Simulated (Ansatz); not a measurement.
# Mn3Si (Fm-3m) in Ansatz: equation of state

Aim: energy against volume of Mn3Si in PBEsol, for its equilibrium volume and stiffness.

Everything below comes from runs of Ansatz 0.2.0. Logs are shortened: lines on timing, memory, paths and dates and some standing lists are left out, and cuts for length are marked.

### 1 The structure

It takes space group Fm-3m (No. 225, cubic). The conventional cell has a = 5.722 Å, b = 5.722 Å, c = 5.722 Å, α = 90.00°, β = 90.00°, γ = 90.00°. Around Mn (site symmetry -43m) lie 4 Mn at 2.48 Å and 4 Si at 2.48 Å. Mn (site symmetry m-3m) is surrounded by 8 Mn at 2.48 Å. Si (site symmetry m-3m) has 8 Mn at 2.48 Å as nearest neighbours.

### 2 Equation of state, PBEsol, collinear spin, ferromagnetic start

Potentials or basis: all-electron LAPW, scalar-relativistic.

This step only gathers the single runs of the series.

What came out:

```yaml
Equilibrium_volume: "10.78 Å³/atom (rough: see the caveat)"
Bulk_modulus: 228 GPa (rough)
```

Energy against volume, from the lowest point:
```tsv
volume (Å³/atom)	energy (meV/atom)
11.007	0.00
11.241	9.87
11.475	25.50
11.709	46.32
11.943	71.77
12.177	101.35
12.412	134.57
```

Caveat: the minimum lies outside the volumes run; the starting moments weren't kept.
